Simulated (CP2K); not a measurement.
Runs of CP2K 2026.2 on ZrC. Symmetry: Fm-3m, No. 225, cubic system. The conventional cell has a = 4.730 Å, b = 4.730 Å, c = 4.730 Å, α = 90.00°, β = 90.00°, γ = 90.00°. Zr (site symmetry m-3m) has 6 C at 2.36 to 2.37 Å as nearest neighbours. C (site symmetry m-3m) is surrounded by 6 Zr at 2.36 to 2.37 Å. 

```csv
task,level,potentials or basis,cell,smearing,EPS_DEFAULT,NGRIDS,EXTRAPOLATION,optimiser,most steps,gap on the mesh (eV),pressure (GPa),V0 of scaled cells (Å³/atom),B0 (GPa)
relaxation of cell and atoms,revPBE+D3(BJ),"POTENTIAL_UZH Zr GTH-PBE-q12, C GTH-PBE-q4; TZVP-MOLOPT-PBE-GTH basis",relaxed,fermi-dirac 0.05 eV,1.0E-10,5,USE_PREV_P,LBFGS,40,none,0.0,-,-
equation of state,PBEsol,"POTENTIAL_UZH Zr GTH-PBE-q12, C GTH-PBE-q4; TZVP-MOLOPT-PBE-GTH basis",as given,fermi-dirac 0.05 eV,1.0E-10,5,-,-,-,-,-,12.88,(a)
band structure,TB-mBJ,"POTENTIAL_UZH Zr GTH-PBE-q12, C GTH-PBE-q4; TZVP-MOLOPT-PBE-GTH basis",as given,fermi-dirac 0.05 eV,1.0E-9,4,-,-,-,none,-,-,-
band structure,PBE,"POTENTIAL_UZH Zr GTH-PBE-q12, C GTH-PBE-q4; TZVP-MOLOPT-PBE-GTH basis",as given,fermi-dirac 0.01 eV,1.0E-9,5,-,-,-,none,-1.0,-,-
band structure,LDA,"GTH_POTENTIALS Zr GTH-PADE-q12, C GTH-PADE-q4; TZVP-MOLOPT-PBE-GTH basis",as given,fermi-dirac 0.1 eV,1.0E-9,4,-,-,-,none,-12.9,-,-
single point,PBEsol,"POTENTIAL_UZH Zr GTH-PBE-q12, C GTH-PBE-q4; TZVP-MOLOPT-PBE-GTH basis",as given,fermi-dirac 0.05 eV,1.0E-10,5,-,-,-,none,-5.8,-,-
equation of state,PBE,"POTENTIAL_UZH Zr GTH-PBE-q12, C GTH-PBE-q4; TZVP-MOLOPT-PBE-GTH basis",as given,fermi-dirac 0.05 eV,1.0E-10,4,-,-,-,-,-,(b),220
band structure,PBE,"POTENTIAL_UZH Zr GTH-PBE-q12, C GTH-PBE-q4; TZVP-MOLOPT-PBE-GTH basis",as given,fermi-dirac 0.05 eV,1.0E-9,4,-,-,-,none,-1.0,-,-
```

Alike in all rows: no spin polarisation; k mesh 10 × 10 × 10.

Fill in the values left out.

(a) 233; (b) 13.17.

Caveats: the basis of atomic orbitals isn't converged, which shifts pressures, moduli and gaps; the potentials were made for another functional, which shifts forces and pressure (some runs); the printed path begins after the first move (some runs); the real-space grid breaks the cell's symmetry a little (some runs); pairwise dispersion overbinds metals, which lowers pressure and volume (some runs); this is a model potential without an energy functional, so only levels have meaning (some runs).

A k mesh can miss the band edges, and the runs leave out spin-orbit coupling on Zr.

A gap of «none» marks a metal or a gap under the smearing width.

Not every run made on this cell is shown here.
